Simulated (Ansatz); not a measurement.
**ZnS (Wurtzite-6H) under changes of volume**

One of the cells (19.600 Å³/atom); the others are scaled copies at fixed shape and fractional positions:

```xyz
12
Lattice="3.8120 0.0000 0.0000 -1.9060 3.3013 0.0000 0.0000 0.0000 18.6900" Properties=species:S:1:pos:R:3 pbc="T T T"
Zn    0.0000    2.2009   15.5749
Zn    1.9060    1.1004    6.2299
Zn    1.9060    1.1004   12.4601
Zn    0.0000    2.2009    3.1151
Zn    0.0000    0.0000    9.3450
Zn    0.0000    0.0000    0.0000
S     0.0000    2.2009   17.9112
S     1.9060    1.1004    8.5662
S     1.9060    1.1004   14.7963
S     0.0000    2.2009    5.4513
S     0.0000    0.0000   11.6812
S     0.0000    0.0000    2.3362
```

* Program: Ansatz 0.2.0
* Functional: RPBE
* Dispersion: D3(BJ)
* Potentials or basis: Ansatz PAW
* Cutoff: 420 eV (not typed: the program's choice for these potentials)
* k mesh: 8 × 8 × 2
* Occupations: fermi-dirac, width 0.05 eV
* Spin: no spin polarisation

| volume (Å³/atom) | energy over the lowest point (meV/atom) | pressure (GPa) | gap on the mesh (eV) |
| --- | --- | --- | --- |
| 18.424 | 0.00 | -1.3 | 2.61 |
| 18.816 | 5.26 | -2.9 | 2.51 |
| 19.208 | 14.19 | -4.3 | 2.42 |
| 19.600 | 26.40 | -5.6 | 2.33 |
| 19.992 | 41.53 | -6.7 | 2.25 |
| 20.384 | ? | ? | ? |
| 20.776 | 79.33 | -8.6 | 2.08 |

What does the run at 20.384 Å³/atom give?

Energy over the lowest point 59.27 meV/atom; pressure -7.7 GPa; gap on the mesh 2.16 eV.

Worked out: A Birch-Murnaghan fit of order 3 (a polynomial in V^(-2/3)) to the other rows has its minimum at 18.13 Å³/atom, just outside them, with B0 = V·E''(V) = 85 GPa and B' = 4.3 at fixed shape and positions, which overstates the stiffness. It gives 59.27 meV/atom at 20.384 Å³/atom, against the run's 59.27, and -dE/dV = -7.7 GPa, against -7.7. A straight line through the other rows of the gap, of slope -4.38 eV per unit of ln V (its deformation potential), gives 2.16 eV, against the run's 2.16.

Energies are extrapolated to zero smearing.

Caveats: the PAW data sets come from PBE, with cores solved anew for the run's functional, which leaves a small shift of forces and pressure.

A mesh can miss the band edges.
